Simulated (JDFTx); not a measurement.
Sn under changes of volume

One of the cells (33.803 Å³/atom); the others are scaled copies at fixed shape and fractional positions:

```
Sn
1.0
     0.00000    3.23334    3.23334
     3.23334    0.00000    3.23334
     3.23334    3.23334    0.00000
Sn
2
Cartesian
  4.8500 4.8500 4.8500
  3.2333 3.2333 3.2333
```

This isn't the form of Sn at room conditions, which is tetragonal (white tin).

- Program: JDFTx 1.7.0 (patched build)
- Functional: PBE
- Potentials or basis: PseudoDojo-SR-PBE-0.5-standard
- Cutoff: 980 eV
- Density cutoff: 3918 eV
- k mesh: 7 × 7 × 7
- Occupations: fermi-dirac, width 0.05 eV
- Spin: no spin polarisation

```tsv
volume (Å³/atom)	energy over the lowest point (meV/atom)	pressure (GPa)
31.775	102.94	7.7
32.451	73.35	6.3
33.127	49.44	5.0
33.803	?	?
34.479	16.45	2.9
35.155	6.38	1.9
35.831	0.00	1.1
```

Problem. What does the run at 33.803 Å³/atom give?

Solution. Energy over the lowest point 30.64 meV/atom; pressure 3.9 GPa.

Worked out: A Birch-Murnaghan fit of order 3 (a polynomial in V^(-2/3)) to the other rows has its minimum at 36.85 Å³/atom, just outside them, with B0 = V·E''(V) = 37 GPa and B' = 4.7. It gives 30.65 meV/atom at 33.803 Å³/atom, against the run's 30.64, and -dE/dV = 3.9 GPa, against 3.9.

Energies are extrapolated to zero smearing.
